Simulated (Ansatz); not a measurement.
Runs of Ansatz 0.2.0 on TiSi2. The structure is hexagonal, space group P6/mmm (No. 191). The conventional cell has a = 4.375 Å, b = 4.375 Å, c = 2.561 Å, α = 90.00°, β = 90.00°, γ = 120.00°. Ti (site symmetry 6/mmm) is surrounded by 2 Ti at 2.56 Å and 12 Si at 2.83 Å. Around Si (site symmetry -6m2) lie 5 Si at 2.53 to 2.56 Å and 6 Ti at 2.83 Å. The cell was built by a generator and needn't be a form met in nature.

```csv
task,level,potentials or basis,cell,k mesh,cutoff (eV),smearing,phonons,basis error allowed,mesh quality,gap on the mesh (eV),pressure (GPa),relaxed volume (Å³/atom)
phonons,PBEsol,all-electron PAW datasets made for the crystal,as given,7 × 7 × 10,380,fermi-dirac 0.05 eV,method dfpt,-,not flagged,none,-,-
phonons,PBE,"all-electron LAPW, scalar-relativistic",as given,7 × 7 × 10,275,fermi-dirac 0.05 eV,-,0.002 eV/atom,not flagged,none,-,-
relaxation of cell and atoms,PBEsol,"all-electron LAPW, scalar-relativistic",relaxed,6 × 6 × 8,-,fermi-dirac 0.05 eV,-,0.002 eV/atom,coarse,-,0.0,(a)
relaxation of cell and atoms,LDA,"all-electron LAPW, scalar-relativistic",relaxed,6 × 6 × 8,-,fermi-dirac 0.05 eV,-,0.002 eV/atom,coarse,-,0.0,13.37
single point,PBE,"all-electron LAPW, scalar-relativistic","atoms moved at random, drawn with an rms of 0.05 Å",7 × 7 × 10,281,fermi-dirac 0.05 eV,-,0.001 eV/atom,not flagged,none,0.1,-
density of states,PBE,all-electron PAW datasets made for the crystal,as given,7 × 7 × 10,340,fermi-dirac 0.05 eV,-,-,not flagged,none,-0.2,-
single point,PBE,"all-electron LAPW, scalar-relativistic",as given,4 × 4 × 6,260,fermi-dirac 0.03 eV,-,0.002 eV/atom,coarse,none,1.3,-
single point,PBE,"all-electron LAPW, scalar-relativistic",as given,7 × 7 × 10,281,fermi-dirac 0.05 eV,-,0.001 eV/atom,not flagged,none,-0.2,-
elastic constants,PBE,"all-electron LAPW, scalar-relativistic",as given,5 × 5 × 8,275,fermi-dirac 0.05 eV,-,0.002 eV/atom,coarse,none,-0.1,-
single point,PBE,"all-electron LAPW, scalar-relativistic",as given,4 × 4 × 6,260,fermi-dirac 0.04 eV,-,0.002 eV/atom,coarse,none,1.3,-
```

Alike in all rows: no spin polarisation.

**Question.** Fill in the values left out.

**Answer.** (a) 13.68.

Caveats: some runs use coarse meshes; the k mesh is thin for a metal, which can move the energy by tens of meV per atom (some runs); a metal's response needs a denser mesh (some runs); the program warned that the printed levels may be off, so bands, gaps and densities of states are rough (some runs); elastic constants of metals need much finer meshes, so these are rough (some runs).

A gap of «none» marks a metal or a gap under the smearing width.

The runs don't all hold the same shells in valence.
